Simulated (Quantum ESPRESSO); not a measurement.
# InPd (Pm-3m) in Quantum ESPRESSO: a series of runs, part 2 of 2

Quantum ESPRESSO 7.5. The steps go on from the part before.

**3. Phonons, PBE**

Contents of pw.in:

```
&CONTROL
  calculation = 'scf'
  prefix = 'pwscf'
  outdir = './tmp'
  pseudo_dir = './pseudo'
  tprnfor = .true.
  tstress = .true.
  disk_io = 'low'
/
&SYSTEM
  ibrav = 0
  nat = 2
  ntyp = 2
  ecutwfc = 82
  nbnd = 23
  occupations = 'smearing'
  smearing = 'mv'
  degauss = 0.01469973
/
&ELECTRONS
  conv_thr = 4d-10
  electron_maxstep = 120
  mixing_beta = 0.5
/
ATOMIC_SPECIES
In   114.8180 In.upf
Pd   106.4200 Pd.upf
CELL_PARAMETERS angstrom
   3.2718847800    0.0000000000    0.0000000000
   0.0000000000    3.2718847800    0.0000000000
   0.0000000000    0.0000000000    3.2718847800
ATOMIC_POSITIONS crystal
In     0.0000000000    0.0000000000    0.0000000000
Pd     0.5000000000    0.5000000000    0.5000000000
K_POINTS automatic
7 7 7 0 0 0
```

Contents of scf2.in:

```
&CONTROL
  calculation = 'scf'
  prefix = 'pwscf'
  outdir = './tmp'
  pseudo_dir = './pseudo'
  tprnfor = .true.
  tstress = .true.
  disk_io = 'low'
/
&SYSTEM
  ibrav = 0
  nat = 2
  ntyp = 2
  ecutwfc = 82
  nbnd = 23
  occupations = 'smearing'
  smearing = 'mv'
  degauss = 0.01469973
/
&ELECTRONS
  conv_thr = 1d-13
  electron_maxstep = 120
  mixing_beta = 0.5
  startingpot = 'file'
  startingwfc = 'file'
/
ATOMIC_SPECIES
In   114.8180 In.upf
Pd   106.4200 Pd.upf
CELL_PARAMETERS angstrom
   3.2718847800    0.0000000000    0.0000000000
   0.0000000000    3.2718847800    0.0000000000
   0.0000000000    0.0000000000    3.2718847800
ATOMIC_POSITIONS crystal
In     0.0000000000    0.0000000000    0.0000000000
Pd     0.5000000000    0.5000000000    0.5000000000
K_POINTS automatic
7 7 7 0 0 0
```

Contents of ph.in:

```
phonons of InPd
&INPUTPH
  prefix = 'pwscf'
  outdir = './tmp'
  tr2_ph = 1d-18
  fildyn = 'dyn'
  niter_ph = 90
  alpha_mix(1) = 0.4
/
0.0000000000 0.0000000000 0.0000000000
```

Contents of dynmat.in:

```
&INPUT
  fildyn = 'dyn'
  asr = 'crystal'
  filout = 'dynmat.disp'
  fileig = 'dynmat.eig'
/
```

Potentials or basis: Ansatz NC SR PBE.

Launch:

```sh
> OMP_NUM_THREADS=1 pw.x -in pw.in > pw.out
> OMP_NUM_THREADS=1 pw.x -in scf2.in > scf2.out
> OMP_NUM_THREADS=1 ph.x -in ph.in > ph.out
> OMP_NUM_THREADS=1 dynmat.x -in dynmat.in > dynmat.out
```

pw.out:

```text
[... set-up lines left out ...]
     Self-consistent Calculation

     iteration #  1     ecut=    82.00 Ry     beta= 0.50
     Davidson diagonalization with overlap
     ethr =  1.00E-02,  avg # of iterations =  4.7

     total energy              =    -403.59615214 Ry
     estimated scf accuracy    <       0.52290822 Ry

     iteration #  2     ecut=    82.00 Ry     beta= 0.50
     Davidson diagonalization with overlap
     ethr =  1.69E-03,  avg # of iterations =  2.1

     total energy              =    -403.75036427 Ry
     estimated scf accuracy    <       0.49873655 Ry

     iteration #  3     ecut=    82.00 Ry     beta= 0.50
     Davidson diagonalization with overlap
     ethr =  1.61E-03,  avg # of iterations =  1.9
[... 36 lines left out ...]
     total energy              =    -403.82637922 Ry
     estimated scf accuracy    <       0.00000096 Ry

     iteration #  9     ecut=    82.00 Ry     beta= 0.50
     Davidson diagonalization with overlap
     ethr =  3.10E-09,  avg # of iterations =  1.7

     total energy              =    -403.82637939 Ry
     estimated scf accuracy    <          1.1E-09 Ry

     iteration # 10     ecut=    82.00 Ry     beta= 0.50
     Davidson diagonalization with overlap
     ethr =  3.63E-12,  avg # of iterations =  4.3

     End of self-consistent calculation

          k = 0.0000 0.0000 0.0000 (  2945 PWs)   bands (ev):

   -67.5392 -33.2858 -33.2858 -33.2858   1.9891   1.9891   2.3968   2.3968
     2.3968   6.9218  13.1565  13.1565  14.7015  14.7015  14.7015  21.2193
    21.2193  21.2193  26.4216  27.5498  27.5498  32.9211  32.9211

          k = 0.0000 0.0000 0.1429 (  2958 PWs)   bands (ev):

   -67.5389 -33.2918 -33.2853 -33.2853   1.9998   2.0552   2.3768   2.3768
     2.4028   7.2460  13.1600  13.1980  14.4772  14.4772  14.6878  19.3809
    21.8486  21.8486  26.8720  27.4342  29.4875  32.2852  32.9088

          k = 0.0000 0.0000 0.2857 (  2966 PWs)   bands (ev):

   -67.5383 -33.3054 -33.2844 -33.2844   2.0242   2.2030   2.3323   2.3323
     2.4163   8.2069  12.9851  13.1680  14.0495  14.0495  14.6569  16.9488
    23.4814  23.4814  27.0479  27.1477  31.3122  31.3124  31.3813
[... 91 lines left out ...]
          k = 0.2857 0.4286 0.4286 (  2976 PWs)   bands (ev):

   -67.5354 -33.3116 -33.3115 -33.3001   2.1090   2.1836   2.1847   2.4290
     2.5716  11.3514  12.5675  12.6330  14.4688  15.1009  16.5945  18.0644
    18.3119  20.7718  22.2488  24.5086  24.9579  27.1349  36.6616

          k = 0.4286 0.4286 0.4286 (  2974 PWs)   bands (ev):

   -67.5349 -33.3107 -33.3107 -33.3107   2.1280   2.1411   2.1411   2.5746
     2.5746  11.8394  12.2520  12.2520  15.1445  15.1445  17.1850  18.6170
    20.1117  20.1117  22.3645  22.4801  22.4801  24.6618  39.6695

     the Fermi energy is    17.1954 ev

!    total energy              =    -403.82637939 Ry
     estimated scf accuracy    <          1.1E-10 Ry
     smearing contrib. (-TS)   =      -0.00051594 Ry
     internal energy E=F+TS    =    -403.82586345 Ry

     The total energy is F=E-TS. E is the sum of the following terms:
     one-electron contribution =    -116.91424687 Ry
     hartree contribution      =      82.60370413 Ry
     xc contribution           =     -82.58285988 Ry
     ewald contribution        =    -286.93246083 Ry

     convergence has been achieved in  10 iterations

     Forces acting on atoms (cartesian axes, Ry/au):

     atom    1 type  1   force =     0.00000000    0.00000000    0.00000000
     atom    2 type  2   force =     0.00000000    0.00000000    0.00000000

     Total force =     0.000000     Total SCF correction =     0.000000

     Computing stress (Cartesian axis) and pressure

          total   stress  (Ry/bohr**3)                   (kbar)     P=       39.02
   0.00026522   0.00000000   0.00000000           39.02        0.00        0.00
   0.00000000   0.00026522   0.00000000            0.00       39.02        0.00
   0.00000000   0.00000000   0.00026522            0.00        0.00       39.02

=------------------------------------------------------------------------------=
   JOB DONE.
=------------------------------------------------------------------------------=
```

ph.out:

```text
[... set-up lines left out ...]
     Self-consistent Calculation

     Pert. #  1: Fermi energy shift (Ry) =     0.0000E+00     0.0000E+00
     Pert. #  2: Fermi energy shift (Ry) =     0.0000E+00     0.0000E+00
     Pert. #  3: Fermi energy shift (Ry) =     0.0000E+00     0.0000E+00

      iter #   1 total cpu time :    12.8 secs   av.it.:   9.4
      thresh= 1.000E-02 alpha_mix =  0.400 |ddv_scf|^2 =  1.384E-05
[... 172 lines left out ...]
     freq (   1-   3) =          5.2  [cm-1]   --> T_1u G_15  G_4- I
     freq (   4-   6) =        143.3  [cm-1]   --> T_1u G_15  G_4- I

     INITIALIZATION:

     DYNAMICAL MATRIX:

      Additional routines

=------------------------------------------------------------------------------=
   JOB DONE.
=------------------------------------------------------------------------------=
```

Wall time 5.4 min (1 thread of Intel Xeon Platinum 8259CL at 2.50GHz (Skylake/Cascade Lake), shared host); peak memory 0.09 GiB.

Results:

* Free energy: -5494.3378 eV
* Pressure after relaxing: 3.9 GPa
* Band gap on the k mesh: none (metal or under the smearing width)
* Highest phonon frequency at Γ: 143 cm⁻¹

Phonon frequencies in cm⁻¹ (negative: imaginary):
```tsv
q point	frequencies
(0.000, 0.000, 0.000)	5 5 5 143 143 143
```

Optical modes at Γ, degenerate ones joined:
| cm⁻¹ | components | symmetry | active in |
| --- | --- | --- | --- |
| 143 | 3 | T1u | IR |

Caveat: the mesh is thin for the phonons of a metal; the cell is more than 3 GPa from zero pressure, which shifts response properties.
